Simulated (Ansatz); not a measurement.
## Bi in Ansatz: the effect of functional

Bi:

```
Bi
1.0
     2.25228    1.30036    3.91157
    -2.25228    1.30036    3.91157
     0.00000   -2.60071    3.91157
Bi
2
Direct
  0.76600 0.76600 0.76600
  0.23400 0.23400 0.23400
```

The cell isn't the ideal one: volume scaled by 0.98.

Alike in all runs:

| Item | Value |
| --- | --- |
| Program | Ansatz 0.2.0 |
| Task | single point |
| Potentials or basis | Ansatz PAW |
| k mesh | 7 × 7 × 7 |
| Occupations | fermi-dirac, width 0.05 eV |
| Spin | no spin polarisation |

```csv
functional,cutoff,gap on the mesh (eV),pressure (GPa),largest force (eV/Å)
LDA,420 eV (not typed: the program's choice for these potentials),?,?,?
PBEsol,420 eV (not typed: the program's choice for these potentials),0.27,0.7,0.22
r2SCAN,500 eV (not typed: the program's choice for these potentials),0.30,2.3,0.12
```

Task: What does the run with functional LDA give?

Result: gap on the mesh 0.28 eV; pressure -0.6 GPa; largest force 0.14 eV/Å.

Caveats: odd divisions of the mesh miss points on the zone boundary, where band edges often lie, so the gap on the mesh can be too wide; spin-orbit coupling is left out, which as a rule narrows the gap of such compounds by several tenths of an eV; the PAW data sets come from PBE, with cores solved anew for the run's functional, which leaves a small shift of forces and pressure.

A k mesh can miss the band edges.

Runs at the PBE level aren't shown here.
